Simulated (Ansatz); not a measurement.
Set up this calculation in Ansatz 0.2.0, as the native input.

```yaml
Task: single point
Functional: PBE
Potentials_or_basis: Ansatz PAW
Cutoff: "420 eV (not typed: the program's choice for these potentials)"
k_mesh: 11 × 11 × 11
Occupations: gaussian, width 0.021 eV
Spin: collinear spin, ferromagnetic start
Starting_moments: "[2.0, 0.0] μB"
```

CoO:

```
Co O
1.0
     0.00000    2.13150    2.13150
     2.13150    0.00000    2.13150
     2.13150    2.13150    0.00000
Co O
1 1
Direct
  0.00000 0.00000 0.00000
  0.50000 0.50000 0.50000
```

The input as run:

input.yaml

```yaml
crystal:
  lattice:
    - [0.0, 2.1315, 2.1315]
    - [2.1315, 0.0, 2.1315]
    - [2.1315, 2.1315, 0.0]
  atoms:
    - { symbol: Co, position: [0.0, 0.0, 0.0], spin: 2.0 }
    - { symbol: O, position: [0.5, 0.5, 0.5] }
hamiltonian:
  xc: pbe
  pseudopotentials: { kind: paw }
magnetization:
  spin_polarized: true
kpoints:
  mp_grid: { grid: [11, 11, 11] }
scf:
  occupations: { method: gaussian, width: 0.021 }
output:
  forces: true
  stress: true
  eigenvalues: true
```

Potentials or basis: Ansatz PAW.

Launch:

```bash
$ ansatz run input.yaml --threads 2 --pin off --max-ram 5632MiB --backend cpu --events-out ev --progress --plain --runs-dir out
```

It gave:

- Pressure: -1.6 GPa
- Band gap on the k mesh: none (metal or under the smearing width)
- Net moment: 2.99 μB per cell
- Absolute moment: 3.00 μB per cell
- Site moments: Co +2.53; O +0.34 μB

Caveat: the pressure holds a Pulay correction of +0.7 GPa for the finite cutoff; a cell with one magnetic atom can't hold antiferromagnetic order, which such compounds often take; semilocal functionals often make such compounds metallic where correlation or magnetic order opens a gap, which also shifts bond lengths.

It took 2.3 s on 2 threads of Intel(R) Xeon(R) Platinum 8488C (Sapphire Rapids) (shared host), peak memory 0.36 GiB.
